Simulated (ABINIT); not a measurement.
The system is Ni.

```xyz
1
Lattice="0.0000 1.7376 1.7376 1.7376 0.0000 1.7376 1.7376 1.7376 0.0000" Properties=species:S:1:pos:R:3 pbc="T T T"
Ni    0.0000    0.0000    0.0000
```

* Program: ABINIT 10.8.3 (patched build)
* Task: relaxation of cell and atoms
* Functional: PBE
* Potentials or basis: PseudoDojo NC SR PBE v0.4.1 standard
* Cutoff: 1333 eV
* k mesh: 10 × 10 × 10
* Occupations: fermi-dirac, width 0.05 eV
* Spin: collinear spin, ferromagnetic start
* Starting moments: [1.0] μB

At the start: pressure 8.8 GPa; volume 10.49 Å³/atom.

How do energy, volume and symmetry change on relaxing?

Over 4 steps the energy falls by 11.4 meV/atom and the volume is 10.92 Å³/atom (+4.1 %); space group Fm-3m (No. 225, to 0.05 Å); moment 0.73 μB per cell.

Step by step:
```
step  energy change (eV)  largest force (eV/Å)  pressure (GPa)  volume (Å³)
   1              0.0000                0.0000            8.80        10.49
   2             -0.0101                0.0000            2.75        10.78
   3             -0.0114                0.0000            0.17        10.91
   4             -0.0114                0.0000            0.00        10.92
```

Final structure:
```
Ni
1.0
     0.00000    1.76102    1.76102
     1.76102    0.00000    1.76102
     1.76102    1.76102    0.00000
Ni
1
Direct
  0.00000 0.00000 0.00000
```
